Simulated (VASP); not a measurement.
**VASP 6.6.1 run: BN**

INCAR

```
SIGMA = 0.01
LASPH = .TRUE.
ENCUT = 520
ALGO = Normal
IBRION = -1
PREC = Low
METAGGA = R2SCAN
LWAVE = .FALSE.
LCHARG = .FALSE.
ISMEAR = 0
NELM = 100
ISIF = 2
NBANDS = 11
LREAL = .FALSE.
NSW = 0
EDIFF = 1E-7
```

KPOINTS

```
KPOINTS created by Atomic Simulation Environment
0
Gamma
12 12 12
0 0 0
```

POSCAR

```
B  N
 1.0000000000000000
     0.0000000000000000    1.8048254497000000    1.8499460859000001
     1.8048254497000000    0.0000000000000000    1.8499460859000001
     1.8048254497000000    1.8048254497000000    0.0000000000000000
 B   N
   1   1
Cartesian
  0.0000000000000000  0.0000000000000000  0.0000000000000000
  0.9024127248500000  0.9024127248500000  0.9249730429500000
```

The recommended PBE PAW datasets give the neutral cell 8 valence electrons.

Command

```
mpirun -np 1 vasp_std
```

Question: How does this run end, and what does it give?

Answer: It converged. Results: gap between bands v and c on the k mesh 4.72 eV; least direct gap on the k mesh 9.29 eV; pressure -8.2 GPa. Band v is the last that the valence electrons fill when counted band by band, and c is the next.

OSZICAR

```
N       E                     dE             d eps       ncg     rms          rms(c)
DAV:   1     0.744213909083E+01    0.74421E+01   -0.51363E+03  3698   0.742E+02
DAV:   2    -0.218259816893E+02   -0.29268E+02   -0.28411E+02  4351   0.168E+02
DAV:   3    -0.223837010680E+02   -0.55772E+00   -0.55702E+00  4225   0.200E+01
DAV:   4    -0.223843943935E+02   -0.69333E-03   -0.69332E-03  3862   0.801E-01
DAV:   5    -0.223843950972E+02   -0.70366E-06   -0.70367E-06  4174   0.249E-02    0.650E+00
DAV:   6    -0.191577047161E+02    0.32267E+01   -0.19100E+00  3592   0.792E+00    0.349E+00
DAV:   7    -0.191574410774E+02    0.26364E-03   -0.24476E-01  3732   0.368E+00    0.183E+00
DAV:   8    -0.191577039324E+02   -0.26286E-03   -0.41649E-02  3832   0.132E+00    0.165E-01
DAV:   9    -0.191572827022E+02    0.42123E-03   -0.62030E-03  4114   0.527E-01    0.989E-02
DAV:  10    -0.191572608112E+02    0.21891E-04   -0.50511E-04  3877   0.167E-01    0.317E-02
DAV:  11    -0.191572652011E+02   -0.43899E-05   -0.44278E-05  4045   0.520E-02    0.808E-03
DAV:  12    -0.191572665079E+02   -0.13068E-05   -0.10869E-06  3961   0.983E-03    0.154E-03
DAV:  13    -0.191572666369E+02   -0.12900E-06   -0.21530E-07  3331   0.301E-03    0.911E-04
DAV:  14    -0.191572666530E+02   -0.16154E-07   -0.13404E-08  1853   0.109E-03
   1 F= -.19157267E+02 E0= -.19157267E+02  d E =-.474097E-22
```

For comparison, a separate r²SCAN run of the intended cell, on usual settings and not on those above, gives a gap of 4.73 eV on its mesh and a pressure of -8.2 GPa.
